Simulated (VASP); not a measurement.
Write the native input for VASP 6.6.1 that does the following.

```
Task                   : single point
Functional             : PBE
Potentials or basis    : VASP PAW PBE potentials, release 64 (Ti_sv)
Cutoff                 : 520 eV
k mesh                 : 18 × 18 × 18
Occupations            : gaussian, width 0.1 eV
Spin                   : no spin polarisation
Dipole correction      : no
Further INCAR settings : ALGO = Fast; EDIFF = 1e-06; NBANDS = 12
```

The structure of Ti lies in POSCAR:

```
Ti
1.0
   -1.6290042900      1.6290042900      1.4977242900
    1.7602842900     -1.7602842900      1.7602842900
    1.4977242900      1.6290042900     -1.6290042900
Ti
1
Direct
    0.0000000000      0.0000000000      0.0000000000
```

This isn't the form of Ti at room conditions, which is hcp.

The cell isn't the ideal one: strained and moved within a subgroup.

One way to write it, as run:

INCAR

```
SYSTEM = Ti
ALGO = Fast ; EDIFF = 1E-6
ENCUT = 520 ; GGA = PE
ISIF = 2 ; ISMEAR = 0
LASPH = .True. ; LCHARG = .False.
LREAL = .False. ; LWAVE = .False.
NBANDS = 12 ; NELM = 100
PREC = Accurate ; SIGMA = 0.1
```

KPOINTS

```
k-points
0
Gamma
  18 18 18
  0 0 0
```

Potentials or basis: VASP PAW PBE potentials, release 64 (Ti_sv).

The run is started by

```sh
$ cat potpaw_PBE.64/Ti_sv/POTCAR > POTCAR
$ mpirun -np 1 vasp_std > vasp.out
```

It gave:

| Property | Result |
| --- | --- |
| Pressure | 0.1 GPa |
| Band gap on the k mesh | none (metal or under the smearing width) |

Run time: 100 s on 1 thread of Intel(R) Xeon(R) Platinum 8488C (Sapphire Rapids) (shared host), peak memory 0.23 GiB.
